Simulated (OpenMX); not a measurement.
## BN under changes of volume

One of the cells (5.959 Å³/atom); the others are scaled copies at fixed shape and fractional positions:

```xyz
2
Lattice="0.0000 1.8130 1.8130 1.8130 0.0000 1.8130 1.8130 1.8130 0.0000" Properties=species:S:1:pos:R:3 pbc="T T T"
N     0.9065    0.9065    0.9065
B     0.0000    0.0000    0.0000
```

The cell is a database's computed one.

- Program: OpenMX 3.8.5
- Functional: LDA
- Potentials or basis: OpenMX 2013 LDA set, N6.0-s2p2d1, B7.0-s2p2d1, fixed grid of 25 × 25 × 25 points
- k mesh: 13 × 13 × 13
- Occupations: fermi-dirac, width 0.05 eV
- Spin: no spin polarisation

```tsv
volume (Å³/atom)	energy over the lowest point (meV/atom)	gap on the mesh (eV)
5.602	5.85	4.63
5.721	0.00	4.62
5.840	0.49	4.60
5.959	6.77	4.58
6.078	18.33	4.56
6.198	?	?
6.317	55.40	4.52
```

Problem. What does the run at 6.198 Å³/atom give?

Solution. Energy over the lowest point 34.66 meV/atom; gap on the mesh 4.54 eV.

Worked out: A Birch-Murnaghan fit of order 3 (a polynomial in V^(-2/3)) to the other rows has its minimum at 5.77 Å³/atom with B0 = V·E''(V) = 399 GPa and B' = 3.8. It gives 34.76 meV/atom at 6.198 Å³/atom, against the run's 34.66. A straight line through the other rows of the gap, of slope -0.941 eV per unit of ln V, gives 4.54 eV, against the run's 4.54.

Energies are extrapolated to zero smearing.

Caveats: an odd mesh through Γ misses points on the zone boundary, where band edges often lie; the basis of atomic orbitals isn't converged, which shifts pressures, moduli and gaps.
